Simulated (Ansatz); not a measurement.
# Ir(111) / 1 layer Os(0001) / Ir(111): resistance against film thickness, part 2 of 2

How does the resistance across the layers grow with the film in Ir(111) / 1 layer Os(0001) / Ir(111)?

Ansatz 0.2.0; Ansatz plane-wave DFT, LDA, PAW files; ballistic transport by layer matching (Landauer), zero bias; PAW set soft_1.

So far. Step 5 (With 7 layers, k-mesh 16×16×1, film layers 7): The conductance of the junction is 8.3e14 S/m², 9.7 % under the 9.2e14 S/m² of the last finished run.

### Step 6. With 9 layers, k-mesh 16×16×1, film layers 9

The stack now holds 9 film layers; the k-mesh follows the cell, and the energies span -0.27 to 0.27 eV.

System of this step: Ir(111) / 9 layers Os(0001) / Ir(111). The cell holds 17 atoms: 8 Ir and 9 Os. Its edges and angles: a = 2.715 Å, b = 2.715 Å, c = 37.448 Å, α = 90.0°, β = 90.0°, γ = 120.0°. It derives from Ir and Os. Regions: lead, 8 atoms (8 Ir); films, 9 atoms (9 Os). The structure is stacked along c, and the current runs across the ab planes.

input.yaml reads:

```yaml
crystal:
  lattice:
    - [2.7148657757, 0.0, 0.0]
    - [-1.3574328878, 2.3511427296, 0.0]
    - [0.0, 0.0, 37.4484917762]
  atoms:
    - { symbol: Ir, position: [0.0, 0.0, 0.0295963671] }
    - { symbol: Ir, position: [0.3333333333, 0.6666666667, 0.0887891014] }
    - { symbol: Ir, position: [0.6666666667, 0.3333333333, 0.1479818357] }
    - { symbol: Ir, position: [0.0, 0.0, 0.20717457] }
    - { symbol: Os, position: [0.3333333333, 0.6666666667, 0.2660186108] }
    - { symbol: Os, position: [0.6666666667, 0.3333333333, 0.3245139581] }
    - { symbol: Os, position: [0.3333333333, 0.6666666667, 0.3830093054] }
    - { symbol: Os, position: [0.6666666667, 0.3333333333, 0.4415046527] }
    - { symbol: Os, position: [0.3333333333, 0.6666666667, 0.5] }
    - { symbol: Os, position: [0.6666666667, 0.3333333333, 0.5584953473] }
    - { symbol: Os, position: [0.3333333333, 0.6666666667, 0.6169906946] }
    - { symbol: Os, position: [0.6666666667, 0.3333333333, 0.6754860419] }
    - { symbol: Os, position: [0.3333333333, 0.6666666667, 0.7339813892] }
    - { symbol: Ir, position: [0.6666666667, 0.3333333333, 0.79282543] }
    - { symbol: Ir, position: [0.0, 0.0, 0.8520181643] }
    - { symbol: Ir, position: [0.3333333333, 0.6666666667, 0.9112108986] }
    - { symbol: Ir, position: [0.6666666667, 0.3333333333, 0.9704036329] }
kpoints:
  mp_grid: { grid: [16, 16, 1] }
hamiltonian:
  xc: lda
  pseudopotentials: { kind: paw, azcp: { folder: soft_1 }, xc_functional: pbe }
scf:
  occupations: { method: fermi_dirac, width: 0.1 }
output:
  transmission:
    leads: [[0, 1]]
    kmesh: [30, 30]
    e_range: [-0.27, 0.27]
    de: 0.036
  write_potential: true
  write_density: true
  volumetric_format: npy
```

The run is started by

```bash
ansatz run input.yaml --threads 4 --pin off --max-ram 8192MiB --backend cpu --events-out ev --progress --plain --runs-dir out
```

Elapsed: 1.9 min, on 4 threads of Arm Neoverse V1, shared host; peak memory 1.6 GiB.

This step gave:

```yaml
free_energy: -193392.1374 eV
energy_at_zero_smearing: -193391.9157 eV
fermi_energy: 25.56 eV
step_of_the_lead_s_potential: 4.7 meV
conductance_of_the_junction: 8.66e14 S/m²
junction_conductance_per_cell: 0.7131 G₀
estimated_errors_of_the_junction_s_conductance: 0, 0.1, 3.6, 2.3, 0 % (energy step, band edges, k-mesh, leads' steps, distance from neutral)
area_resistance_that_the_stack_adds_contact_term_taken_off_spin_by_spin: 0.6398 fΩ m²
```

Per spin. Table of transmission, zone mean by energy, zero at the Fermi level:

| energy (eV) | transmission, zone mean |
| --- | --- |
| -0.270 | 0.766 |
| -0.234 | 0.791 |
| -0.198 | 0.785 |
| -0.162 | 0.774 |
| -0.126 | 0.769 |
| -0.090 | 0.749 |
| -0.054 | 0.746 |
| -0.018 | 0.734 |
| 0.018 | 0.697 |
| 0.054 | 0.668 |
| 0.090 | 0.655 |
| 0.126 | 0.662 |
| 0.162 | 0.675 |
| 0.198 | 0.687 |
| 0.234 | 0.699 |
| 0.270 | 0.727 |

The conductance of the junction is 8.7e14 S/m², 3.9 % over the 8.3e14 S/m² of the last finished run, no more than the error estimates, leads' steps apart, of 3.8 and 3.6 % together.

### Step 7. The ladder

Times are for 4 threads of Arm Neoverse V1, shared host. The series side by side:

| no. | film layers | area resistance that the stack adds (contact term taken off, spin by spin) (fΩ m²) | conductance of the junction (S/m²) | time | memory (GiB) |
| --- | --- | --- | --- | --- | --- |
| 1 | 1 | 0.1874 | 1.42e15 | 1.7 min | 0.82 |
| 2 | 3 | 0.4593 | 1.03e15 | 63 s | 0.84 |
| 3 | 5 | 0.5686 | 9.22e14 | 72 s | 1.0 |
| 4 | 7 | 0.6853 | 8.33e14 | 98 s | 1.3 |
| 5 | 9 | 0.6398 | 8.66e14 | 1.9 min | 1.6 |

### Step 8. With 3 layers

A repeat with spin polarisation and starting moments that differ from atom to atom; in the lead they break the period.

This step: Ansatz plane-wave DFT, PBE, PAW files; ballistic transport by layer matching (Landauer), zero bias; changed: hamiltonian.xc = "pbe", scf.occupations.method = "fermi_dirac", scf.occupations.width = 0.05, magnetization = {"spin_polarized": true} (Ansatz 0.2.0).

System of this step: Ir(111) / 3 layers Os(0001) / Ir(111). The cell holds 11 atoms: 8 Ir and 3 Os. Its edges and angles: a = 2.715 Å, b = 2.715 Å, c = 24.305 Å, α = 90.0°, β = 90.0°, γ = 120.0°. It derives from Ir and Os. Regions: lead, 8 atoms (8 Ir); films, 3 atoms (3 Os). The structure is stacked along c, and the current runs across the ab planes.

input.yaml reads:

```yaml
crystal:
  lattice:
    - [2.7148657757, 0.0, 0.0]
    - [-1.3574328878, 2.3511427296, 0.0]
    - [0.0, 0.0, 24.3051165842]
  atoms:
    - { symbol: Ir, position: [0.0, 0.0, 0.0456010695], spin: -2.0 }
    - { symbol: Ir, position: [0.3333333333, 0.6666666667, 0.1368032086], spin: 4.0 }
    - { symbol: Ir, position: [0.6666666667, 0.3333333333, 0.2280053477], spin: 0.5 }
    - { symbol: Ir, position: [0.0, 0.0, 0.3192074868], spin: 4.0 }
    - { symbol: Os, position: [0.3333333333, 0.6666666667, 0.4098723709], spin: -1.0 }
    - { symbol: Os, position: [0.6666666667, 0.3333333333, 0.5], spin: 2.0 }
    - { symbol: Os, position: [0.3333333333, 0.6666666667, 0.5901276291], spin: 0.5 }
    - { symbol: Ir, position: [0.6666666667, 0.3333333333, 0.6807925132], spin: 2.0 }
    - { symbol: Ir, position: [0.0, 0.0, 0.7719946523], spin: 4.0 }
    - { symbol: Ir, position: [0.3333333333, 0.6666666667, 0.8631967914], spin: -1.0 }
    - { symbol: Ir, position: [0.6666666667, 0.3333333333, 0.9543989305], spin: 1.0 }
kpoints:
  mp_grid: { grid: [16, 16, 1] }
hamiltonian:
  xc: pbe
  pseudopotentials: { kind: paw, azcp: { folder: soft_1 } }
scf:
  occupations: { method: fermi_dirac, width: 0.05 }
output:
  transmission:
    leads: [[0, 1]]
    kmesh: [30, 30]
    e_range: [-0.27, 0.27]
    de: 0.036
  write_potential: true
  write_density: true
  volumetric_format: npy
magnetization:
  spin_polarized: true
```

Wall time 0.06 s (4 threads); peak memory 0.071 GiB.

The input was rejected at the start.

The program's message: “Error: inconsistent input (output.transmission.leads, crystal): the sites of the lead [0, 1] differ in their species, or no multiple of their step up to half the cell repeats the moments and Hubbard p …”

### Step 9. Results

- area resistance, 1 layer: 0.187 fΩ m²
- area resistance, 3 layers: 0.459 fΩ m²
- area resistance, 5 layers: 0.569 fΩ m²
- area resistance, 7 layers: 0.685 fΩ m²
- area resistance, 9 layers: 0.640 fΩ m²

In words: The stack adds 0.19 fΩ m² with 1 layer and 0.64 fΩ m² with 9. From 3 to 9 layers it grows by 39 %; nothing scatters inside a perfect film, so this is no ohmic growth, and the error estimates, with the leads' steps, cover part of it. Atoms sit on ideal sites and aren't relaxed. Spin-orbit coupling is left out, which matters for Ir and Os. Os(0001) is compressed by 0.70 % in plane to fit Ir(111).

[Logs are printed without paths, hosts, clocks, repeated set-up lines and the standing remarks that a program may print on its own settings, such as how far it seeks lower states.]

[Hosts, paths, dates, database ids (printed as entryN), source tags and the programs' standing remarks are cut or masked in the printed files.]
